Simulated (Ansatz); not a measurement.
A run of Ansatz 0.2.0 is set up as follows.

input.yaml

```yaml
crystal:
  lattice:
    - [-1.582345, 1.582345, 1.582345]
    - [1.582345, -1.582345, 1.582345]
    - [1.582345, 1.582345, -1.582345]
  atoms:
    - { symbol: W, position: [0.0, 0.0, 0.0] }
hamiltonian:
  xc: pbe
  pseudopotentials: { kind: paw }
kpoints:
  mp_grid: { grid: [12, 12, 12] }
scf:
  occupations: { method: gaussian, width: 0.024 }
output:
  forces: true
  stress: true
  eigenvalues: true
```

Potentials or basis: Ansatz PAW.

The run is started by

```sh
$ ansatz run input.yaml --threads 2 --pin off --max-ram 5632MiB --backend cpu --events-out ev --progress --plain --runs-dir out
```

Task: What does it give for the band gap on the k mesh?

Result: None (metal or under the smearing width).

Task: Predict the pressure.

Result: 6.0 GPa.

The run has no spin-orbit coupling, so splittings on W are missing.
